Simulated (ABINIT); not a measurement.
# Ge (Fd-3m) in ABINIT: settings compared

The runs below take Ge through single point, with PBE, r2SCAN, PBEsol.

Everything below comes from runs of ABINIT 10.8.3 (patched build). Logs are shortened: lines on timing, memory, paths and dates and some standing lists are left out, and cuts for length are marked. The log counts tension as positive stress, the text compression.

**The experiment to reproduce.**

From “Temperature-dependent photoluminescence in Ge: experiment and theory”, 2020, arxiv:2003.00143, for a bulk crystal of Ge at 0 K: band gap 0.744 eV (indirect).

The runs below are set against these values where they give the same quantity.

### 1 The crystal as given

Symmetry: Fd-3m, No. 227, cubic system. The conventional cell has a = 5.658 Å, b = 5.658 Å, c = 5.658 Å, α = 90.00°, β = 90.00°, γ = 90.00°. Ge (site symmetry -43m) has 4 Ge at 2.45 Å as nearest neighbours.

### 2 Single point, PBE

run.abi reads:

```
# Pseudopotentials
pp_dirpath "./"
pseudos "Ge.GGA_PBE-JTH.xml"

# Structure
acell 3*1.0
rprim
     0.0000000000     5.3458651312     5.3458651312
     5.3458651312     0.0000000000     5.3458651312
     5.3458651312     5.3458651312     0.0000000000
ntypat 1
znucl 32
natom 2
typat 1 1
xred
     0.7500000000     0.7500000000     0.7500000000
     0.5000000000     0.5000000000     0.5000000000

# Plane-wave basis
ecut 544.227725 eV
pawecutdg 40.0

# k points
kptopt 1
ngkpt 5 5 5
nshiftk 1
shiftk 0.0 0.0 0.0

# Exchange and correlation
ixc 11

# Bands and occupations
nband 18
occopt 3
tsmear 0.00183747

# SCF cycle
nstep 100
tolvrs 1.0e-9

# Output
iomode 3
prtwf 0
prteig 0
prtebands 0
prtden 1
prtvha 1
prtvclmb 1
prtpot 1
```

Potentials or basis: JTH PAW PBE v2.0.

On the command line:

```sh
$ abinit run.abi > log 2>&1
```

run.abo:

```text
.Version 10.8.3 of ABINIT
 Symmetries : space group Fd -3 m (#227); Bravais cF (face-center cubic)
================================================================================
 Values of the parameters that define the memory need of the present run
     intxc =       0    ionmov =       0      iscf =      17    lmnmax =      18
     lnmax =       6     mgfft =      32  mpssoang =       3    mqgrid =    3001
     natom =       2  nloc_mem =       2    nspden =       1   nspinor =       1
    nsppol =       1      nsym =      48    n1xccc =       1    ntypat =       1
    occopt =       3   xclevel =       2
       mpw =        1326          nfft =       32768          nkpt =          10
 PAW method is used; the additional fine FFT grid is defined by:
   mgfftf=        45    nfftf =     91125
================================================================================
================================================================================

--------------------------------------------------------------------------------
------------- Echo of variables that govern the present computation ------------
--------------------------------------------------------------------------------
 -outvars: echo values of preprocessed input variables --------
            acell      1.0000000000E+00  1.0000000000E+00  1.0000000000E+00 Bohr
              amu      7.26100000E+01
             ecut      2.00000000E+01 Hartree
              ixc          11
         kptrlatt        5    0    0      0    5    0      0    0    5
          kptrlen      3.78009749E+01
            natom           2
            nband          18
            ngfft          32      32      32
          ngfftdg          45      45      45
             nkpt          10
            nstep         100
             nsym          48
           ntypat           1
           occopt           3
        pawecutdg      4.00000000E+01 Hartree
         pawxcdev           0
        prtebands           0
           prteig           0
           prtpot           1
         prtvclmb           1
           prtvha           1
            prtwf           0
            rprim      0.0000000000E+00  5.3458651312E+00  5.3458651312E+00
                       5.3458651312E+00  0.0000000000E+00  5.3458651312E+00
                       5.3458651312E+00  5.3458651312E+00  0.0000000000E+00
          spgroup         227
           tolvrs      1.00000000E-09
           tsmear      1.83747000E-03 Hartree
            typat      1  1
           useylm           1
           xangst      4.2433649971E+00  4.2433649971E+00  4.2433649971E+00
                       2.8289099981E+00  2.8289099981E+00  2.8289099981E+00
            xcart      8.0187976968E+00  8.0187976968E+00  8.0187976968E+00
                       5.3458651312E+00  5.3458651312E+00  5.3458651312E+00
             xred      7.5000000000E-01  7.5000000000E-01  7.5000000000E-01
                       5.0000000000E-01  5.0000000000E-01  5.0000000000E-01
            znucl       32.00000

================================================================================

 chkinp: Checking input parameters for consistency.

================================================================================
== DATASET  1 ==================================================================

--- !DatasetInfo
iteration_state: {dtset: 1, }
dimensions: {natom: 2, nkpt: 10, mband: 18, nsppol: 1, nspinor: 1, nspden: 1, mpw: 1326, }
cutoff_energies: {ecut:  20.0, pawecutdg:  40.0, }
electrons: {nelect:   2.80000000E+01, charge:   0.00000000E+00, occopt:   3.00000000E+00, tsmear:   1.83747000E-03, }
meta: {optdriver: 0, ionmov: 0, optcell: 0, iscf: 17, paral_kgb: 0, }
...

 Exchange-correlation functional for the present dataset will be:
  GGA: Perdew-Burke-Ernzerhof functional - ixc=11
  J.P.Perdew, K.Burke, M.Ernzerhof, PRL 77, 3865 (1996)

 Real(R)+Recip(G) space primitive vectors, cartesian coordinates (Bohr,Bohr^-1):
 R(1)=  0.0000000  5.3458651  5.3458651  G(1)= -0.0935302  0.0935302  0.0935302
 R(2)=  5.3458651  0.0000000  5.3458651  G(2)=  0.0935302 -0.0935302  0.0935302
 R(3)=  5.3458651  5.3458651  0.0000000  G(3)=  0.0935302  0.0935302 -0.0935302
 Unit cell volume ucvol=  3.0555120E+02 bohr^3
 Angles (23,13,12)=  6.00000000E+01  6.00000000E+01  6.00000000E+01 degrees

 Coarse grid specifications (used for wave-functions):

 getcut: wavevector=  0.0000  0.0000  0.0000  ngfft=  32  32  32
         ecut(hartree)=     20.000   => boxcut(ratio)=   2.10250

 Fine grid specifications (used for densities):

 getcut: wavevector=  0.0000  0.0000  0.0000  ngfft=  45  45  45
         ecut(hartree)=     40.000   => boxcut(ratio)=   2.04421

--- Pseudopotential description ------------------------------------------------
- pspini: atom type   1  psp file is ./Ge.GGA_PBE-JTH.xml
 Pseudopotential format is: paw10
 basis_size (lnmax)=  6 (lmn_size= 18), orbitals=   0   0   1   1   2   2
 Spheres core radius: rc_sph= 2.30476891
 Shapefunction is SIN type: shapef(r)=[sin(pi*r/rshp)/(pi*r/rshp)]**2
 Radius for shape functions =  1.99988291
 Compensation charge density is not taken into account in XC energy/potential

   1.13473484E+03                                ecore*ucvol(ha*bohr**3)
--------------------------------------------------------------------------------

[... 7 lines left out ...]

     iter   Etot(hartree)      deltaE(h)  residm     nres2
 ETOT  1  -190.06540323306    -1.901E+02 3.778E+00 2.574E+00
 ETOT  2  -191.16018332552    -1.095E+00 3.228E-01 1.474E+00
 ETOT  3  -191.15550405380     4.679E-03 3.015E-02 4.331E-01
 ETOT  4  -191.15354763901     1.956E-03 1.585E-02 3.697E-02
 ETOT  5  -191.15348292914     6.471E-05 1.179E-02 7.110E-03
 ETOT  6  -191.15356406225    -8.113E-05 1.370E-03 5.192E-04
 ETOT  7  -191.15356311486     9.474E-07 3.406E-03 3.709E-05
 ETOT  8  -191.15356309438     2.048E-08 2.314E-04 2.016E-06
 ETOT  9  -191.15356312617    -3.179E-08 5.329E-04 6.571E-08
 ETOT 10  -191.15356312703    -8.664E-10 3.721E-05 1.911E-08
 ETOT 11  -191.15356312712    -8.760E-11 8.341E-05 1.666E-09
 ETOT 12  -191.15356312712    -1.137E-12 6.037E-06 8.183E-11

 At SCF step   12       nres2   =  8.18E-11 < tolvrs=  1.00E-09 =>converged.

 Cartesian components of stress tensor (hartree/bohr^3)
  sigma(1 1)= -1.07906857E-04  sigma(3 2)=  0.00000000E+00
  sigma(2 2)= -1.07906857E-04  sigma(3 1)=  0.00000000E+00
  sigma(3 3)= -1.07906857E-04  sigma(2 1)=  0.00000000E+00

--- !ResultsGS
iteration_state: {dtset: 1, }
comment   : Summary of ground state results
lattice_vectors:
- [  0.0000000,   5.3458651,   5.3458651, ]
- [  5.3458651,   0.0000000,   5.3458651, ]
- [  5.3458651,   5.3458651,   0.0000000, ]
lattice_lengths: [   7.56019,    7.56019,    7.56019, ]
lattice_angles: [ 60.000,  60.000,  60.000, ] # degrees, (23, 13, 12)
lattice_volume:   3.0555120E+02
convergence: {deltae: -1.137E-12, res2:  8.183E-11, residm:  6.037E-06, diffor: null, }
etotal    :  -1.91153563E+02
entropy   :   0.00000000E+00
fermie    :   2.58699210E-01
cartesian_stress_tensor: # hartree/bohr^3
- [ -1.07906857E-04,   0.00000000E+00,   0.00000000E+00, ]
- [  0.00000000E+00,  -1.07906857E-04,   0.00000000E+00, ]
- [  0.00000000E+00,   0.00000000E+00,  -1.07906857E-04, ]
pressure_GPa:   3.1747E+00
xred      :
- [  7.5000E-01,   7.5000E-01,   7.5000E-01, Ge]
- [  5.0000E-01,   5.0000E-01,   5.0000E-01, Ge]
cartesian_forces: # hartree/bohr
- [  4.13181119E-30,  -9.83764568E-31,  -2.16428205E-30, ]
- [ -4.13181119E-30,   9.83764568E-31,   2.16428205E-30, ]
force_length_stats: {min:   4.76694590E-30, max:   4.76694590E-30, mean:   4.76694590E-30, }
...

 Integrated electronic density in atomic spheres:
 ------------------------------------------------
 Atom  Sphere_radius  Integrated_density
    1        2.30477         12.39916818
    2        2.30477         12.39038965

================================================================================

 ----iterations are completed or convergence reached----

 Mean square residual over all n,k,spin=   59.983E-09; max=  60.372E-07
 reduced coordinates (array xred) for    2 atoms
       0.750000000000      0.750000000000      0.750000000000
       0.500000000000      0.500000000000      0.500000000000
 rms dE/dt=  1.6564E-29; max dE/dt=  2.5244E-29; dE/dt below (all hartree)
    1       0.000000000000     -0.000000000000     -0.000000000000
    2      -0.000000000000      0.000000000000      0.000000000000

 cartesian coordinates (angstrom) at end:
    1      4.24336499710928     4.24336499710928     4.24336499710928
    2      2.82890999807285     2.82890999807285     2.82890999807285

 cartesian forces (hartree/bohr) at end:
    1      0.00000000000000    -0.00000000000000    -0.00000000000000
    2     -0.00000000000000     0.00000000000000     0.00000000000000
 frms,max,avg= 2.7521975E-30 4.1318112E-30   0.000E+00  0.000E+00  0.000E+00 h/b

 cartesian forces (eV/Angstrom) at end:
    1      0.00000000000000    -0.00000000000000    -0.00000000000000
    2     -0.00000000000000     0.00000000000000     0.00000000000000
 frms,max,avg= 1.4152369E-28 2.1246627E-28   0.000E+00  0.000E+00  0.000E+00 e/A
 length scales=  1.000000000000  1.000000000000  1.000000000000 bohr
              =  0.529177210544  0.529177210544  0.529177210544 angstroms
 Fermi (or HOMO) energy (hartree) =   0.25870   Average Vxc (hartree)=  -0.33986
 Eigenvalues (hartree) for nkpt=  10  k points:
 kpt#   1, nband= 18, wtk=  0.00800, kpt=  0.0000  0.0000  0.0000 (reduced coord)
  -0.65429   -0.65429   -0.65429   -0.65296   -0.65296   -0.64516   -0.64516   -0.64516
  -0.64469   -0.64469   -0.21318    0.25685    0.25685    0.25685    0.25732    0.35049
   0.35049    0.35049
      occupation numbers for kpt#   1
   2.00000    2.00000    2.00000    2.00000    2.00000    2.00000    2.00000    2.00000
   2.00000    2.00000    2.00000    1.46419    1.46419    1.46419    1.35779    0.00000
   0.00000    0.00000
 prteigrs : prtvol=0 or 1, do not print more k-points.

--- !EnergyTerms
iteration_state     : {dtset: 1, }
comment             : Components of total free energy in Hartree
kinetic             :  1.30790930997160E+01
hartree             :  4.44985733170136E+01
xc                  : -4.63350628785927E+00
Ewald energy        : -9.87503791004545E+01
psp_core            :  3.71373064293366E+00
local_psp           : -1.44330444762248E+02
PAW spherical_terms : -4.73053754566104E+00
internal            : -1.91153470636560E+02
'-kT*entropy'       : -8.86662428130303E-05
total_energy        : -1.91153559302803E+02
total_energy_eV     : -5.20155333448260E+03
...

--- !EnergyTermsDC
iteration_state     : {dtset: 1, }
comment             : '"Double-counting" decomposition of free energy'
band_energy         : -1.25907767067016E+01
Ewald energy        : -9.87503791004545E+01
psp_core            :  3.71373064293366E+00
xc_dc               : -4.32939183728120E+01
PAW spherical_terms : -4.02321309238448E+01
internal            : -1.91153474460879E+02
'-kT*entropy'       : -8.86662428130303E-05
total_energy_dc     : -1.91153563127122E+02
total_energy_dc_eV  : -5.20155343854763E+03
...

--- !EnergyTermsWithPAWCore
iteration_state     : {dtset: 1, }
comment             : 'Components of total free energy, including PAW core contributions'
Total energy        : -4.19799004748492E+03
Total energy DC     : -4.19799005130924E+03
Total energy (eV)   : -1.14233128638896E+05
Total energy DC (eV): -1.14233128742961E+05
...

 Cartesian components of stress tensor (hartree/bohr^3)
  sigma(1 1)= -1.07906857E-04  sigma(3 2)=  0.00000000E+00
  sigma(2 2)= -1.07906857E-04  sigma(3 1)=  0.00000000E+00
  sigma(3 3)= -1.07906857E-04  sigma(2 1)=  0.00000000E+00

-Cartesian components of stress tensor (GPa)         [Pressure=  3.1747E+00 GPa]
- sigma(1 1)= -3.17472933E+00  sigma(3 2)=  0.00000000E+00
- sigma(2 2)= -3.17472933E+00  sigma(3 1)=  0.00000000E+00
- sigma(3 3)= -3.17472933E+00  sigma(2 1)=  0.00000000E+00

== END DATASET(S) ==============================================================
================================================================================

 -outvars: echo values of variables after computation  --------
            acell      1.0000000000E+00  1.0000000000E+00  1.0000000000E+00 Bohr
           etotal     -1.9115356313E+02
            fcart      4.1318111857E-30 -9.8376456802E-31 -2.1642820496E-30
                      -4.1318111857E-30  9.8376456802E-31  2.1642820496E-30
            rprim      0.0000000000E+00  5.3458651312E+00  5.3458651312E+00
                       5.3458651312E+00  0.0000000000E+00  5.3458651312E+00
                       5.3458651312E+00  5.3458651312E+00  0.0000000000E+00
           strten     -1.0790685675E-04 -1.0790685675E-04 -1.0790685675E-04
                       0.0000000000E+00  0.0000000000E+00  0.0000000000E+00
           xangst      4.2433649971E+00  4.2433649971E+00  4.2433649971E+00
                       2.8289099981E+00  2.8289099981E+00  2.8289099981E+00
             xred      7.5000000000E-01  7.5000000000E-01  7.5000000000E-01
                       5.0000000000E-01  5.0000000000E-01  5.0000000000E-01
 Calculation completed.
```

It took 11 s on 1 thread of Arm Neoverse V1, shared host; peak memory 0.12 GiB.

Results:

- Free energy: -5201.5534 eV
- Band gap on the k mesh: none (metal or under the smearing width)
- Valence electrons inside the program's atomic spheres: Ge 12.40, 12.39 (radii [1.2196] Å)

Levels at points of the mesh, in eV from the Fermi level:
```tsv
k point	band 10	band 11	band 12	band 13	band 14	band 15	band 16	band 17	band 18
(0.00, 0.00, 0.00)	-24.58	-12.84	-0.05	-0.05	-0.05	-0.04	2.50	2.50	2.50
```

Caveat: the k mesh is coarse (spacing up to 0.38 Å⁻¹), so the values aren't converged; the cutoff is too short for stress, so the log's stress isn't used; this crystal is a semiconductor, whose small gap the functional closes, so the metal is an error of the method.

(Part 1 of 2 ends here.)
